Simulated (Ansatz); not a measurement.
MnSb:

```
Sb Mn
1.0
     4.15000    0.00000    0.00000
    -2.07500    3.59401    0.00000
     0.00000    0.00000    5.78000
Sb Mn
2 2
Cartesian
  2.0750 1.1980 4.3350
  0.0000 2.3960 1.4450
  0.0000 0.0000 2.8900
  0.0000 0.0000 0.0000
```

Base run:

| Quantity | Value |
| --- | --- |
| Program | Ansatz 0.2.0 |
| Functional | PBE |
| Potentials or basis | Ansatz PAW |
| Cutoff | 250 eV |
| Density cutoff | 1000 eV |
| k mesh | 7 × 7 × 5 |
| Occupations | fermi-dirac, width 0.05 eV |
| Spin | collinear spin, ferromagnetic start |
| Starting moments | [0.0, 0.0, 4.0, 4.0] μB |

Its results: band gap on the k mesh none (metal or under the smearing width); pressure -0.3 GPa; net moment 6.77 μB per cell; site moments Sb -0.13; Mn +3.47 μB.

Question: The run is repeated on the same cell with these changes: cutoff from 250 eV to 420 eV (not typed: the program's choice for these potentials); k mesh from 7 × 7 × 5 to 10 × 10 × 7. What comes out?

Answer: Band gap on the k mesh none (metal or under the smearing width); pressure -3.2 GPa; net moment 6.71 μB per cell; site moments Sb -0.13; Mn +3.44 μB.

Caveats: only a ferromagnetic start was run, and an antiferromagnetic order may lie lower in energy; the pressure holds a Pulay correction of +66.9 GPa for the finite cutoff (some runs); the cutoff lies under the one recommended for these potentials (some runs).
